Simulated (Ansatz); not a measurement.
Runs of Ansatz 0.2.0 on Ni. It takes space group P6_3/mmc (No. 194, hexagonal). Conventional cell: a = 2.448 Å, b = 2.448 Å, c = 4.073 Å, α = 90.00°, β = 90.00°, γ = 120.00°. Ni (site symmetry -6m2) is surrounded by 12 Ni at 2.45 to 2.48 Å. This isn't the form of Ni at room conditions, which is fcc.

| spin | fixed moment (μB) | pressure (GPa) |
| --- | --- | --- |
| collinear, ferromagnetic start | 1.0 | (a) |
| collinear, ferromagnetic start | 2.4 | 13.1 |
| collinear, ferromagnetic start | 2.0 | 10.4 |
| collinear, ferromagnetic start | 0.5 | 6.1 |

Alike in all rows: task single point; level PBE; potentials or basis all-electron LAPW, scalar-relativistic; cell as given; k mesh 12 × 12 × 7; cutoff (eV) 323; smearing fermi-dirac 0.05 eV; basis error allowed 0.001 eV/atom.

Task: Estimate the missing entries.

Result: (a) 6.5.

Caveats: the total moment is fixed, so each spin has its own Fermi level.
